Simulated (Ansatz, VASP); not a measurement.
Ta in VASP and in Ansatz

File INCAR:

```
PREC = Accurate
ENCUT = 520
EDIFF = 1E-7
ISMEAR = -1
SIGMA = 0.05
LREAL = False
LASPH = True
NELM = 60
ALGO = Fast
ISIF = 2
LWAVE = False
LCHARG = False
GGA = CA
NBANDS = 12
```

KPOINTS

```
regular mesh
0
Gamma
  11 11 11
```

The input POSCAR:

```
Ta
1.0
   -1.6512800000      1.6512800000      1.6512800000
    1.6512800000     -1.6512800000      1.6512800000
    1.6512800000      1.6512800000     -1.6512800000
Ta
1
Direct
    0.0000000000      0.0000000000      0.0000000000
```

Contents of input.yaml:

```yaml
crystal:
  lattice:
    - [-1.65128, 1.65128, 1.65128]
    - [1.65128, -1.65128, 1.65128]
    - [1.65128, 1.65128, -1.65128]
  atoms:
    - { symbol: Ta, position: [0.0, 0.0, 0.0] }
kpoints:
  mp_grid: { grid: [11, 11, 11] }
  band_path:
    path:
      - [0.0, 0.0, 0.0]
      - [0.5, -0.5, 0.5]
      - [0.0, 0.0, 0.5]
      - [0.0, 0.0, 0.0]
      - [0.25, 0.25, 0.25]
      - [0.5, -0.5, 0.5]
    npoints: 8
scf:
  occupations: { method: fermi_dirac, width: 0.05 }
hamiltonian:
  xc: lda
  pseudopotentials: { kind: all_electron, lapw: { basis_error: 0.001 } }
output:
  forces: true
  stress: true
  eigenvalues: true
```

Alike in both runs: functional LDA; k mesh 11 × 11 × 11; occupations fermi-dirac, width 0.05 eV; no spin polarisation.

|  | VASP | Ansatz |
| --- | --- | --- |
| version | VASP 6.6.1 | Ansatz 0.2.0 |
| potentials or method | VASP PAW LDA potentials, release 64 (Ta_pv) | all-electron LAPW, scalar-relativistic |
| plane-wave cutoff (eV) | 520 | see its input |
| task | single point | band structure |

```csv
,VASP,Ansatz,Ansatz less VASP
gap on the k mesh at the Fermi level (eV),none,none,-
pressure (GPa),-8.6,-9.5,-0.84
```

A gap of «none» marks a metal or a gap that the smearing closes. Ansatz ran all-electron here, so the differences hold the error of VASP's frozen core and of both bases.

Caveats: spin-orbit coupling is left out, which moves the levels of the heavy elements (Ansatz). Spin-orbit coupling is left out, which matters for the levels of Ta.
